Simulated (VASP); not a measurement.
Here is a VASP 6.6.1 calculation.

File INCAR:

```
SYSTEM = Si
PREC     = Accurate       ! precision mode
ENCUT    = 520            ! plane-wave cutoff, eV
EDIFF    = 1E-7           ! SCF threshold, eV
ISMEAR   = 0              ! smearing method
SIGMA    = 0.1            ! smearing width, eV
LREAL    = .False.        ! projectors in reciprocal space
LASPH    = .True.         ! aspherical terms in the spheres
NELM     = 120            ! most SCF steps
ALGO     = Normal         ! electronic algorithm
ISIF     = 3              ! what is computed and relaxed
LWAVE    = .False.        ! write WAVECAR
LCHARG   = .False.        ! write CHGCAR
GGA      = PE             ! functional
IBRION   = 2              ! ionic algorithm
NSW      = 60             ! ionic steps
EDIFFG   = -0.005         ! ionic threshold
POTIM    = 0.3            ! step
```

File KPOINTS:

```
regular mesh
0
Gamma
  14 14 14
  0 0 0
```

File POSCAR:

```
Si                                      
1.0
   -0.0000000000      2.7342292766      2.7342292766
    2.7342292766      0.0000000000      2.7342292766
    2.7342292766      2.7342292766     -0.0000000000
  Si            
     2
Direct
     0.2500000000000000    0.2500000000000000    0.2500000000000000
     0.0000000000000000    0.0000000000000000    0.0000000000000000
```

Potentials or basis: VASP PAW PBE potentials, release 64 (Si).

Run with:

```bash
$ cat potpaw_PBE.64/Si/POTCAR > POTCAR
$ mpirun -np 1 vasp_std > vasp.out
```

Task: What does it give for the band gap on the k mesh?

Result: 0.61 eV, indirect (least direct gap 2.56 eV).

Final structure:
```cif
data_structure
_symmetry_space_group_name_H-M 'P 1'
_symmetry_Int_Tables_number 1
_cell_length_a 3.8668
_cell_length_b 3.8668
_cell_length_c 3.8668
_cell_angle_alpha 60.000
_cell_angle_beta 60.000
_cell_angle_gamma 60.000
_cell_volume 40.88
loop_
_atom_site_label
_atom_site_type_symbol
_atom_site_fract_x
_atom_site_fract_y
_atom_site_fract_z
_atom_site_occupancy
Si1 Si 0.25000 0.25000 0.25000 1
Si2 Si 0.00000 0.00000 0.00000 1
```

Caveat: the relaxation stopped at its first step, so nothing moved. Expect the measured gap to be larger: semilocal functionals such as PBE lack the derivative discontinuity.
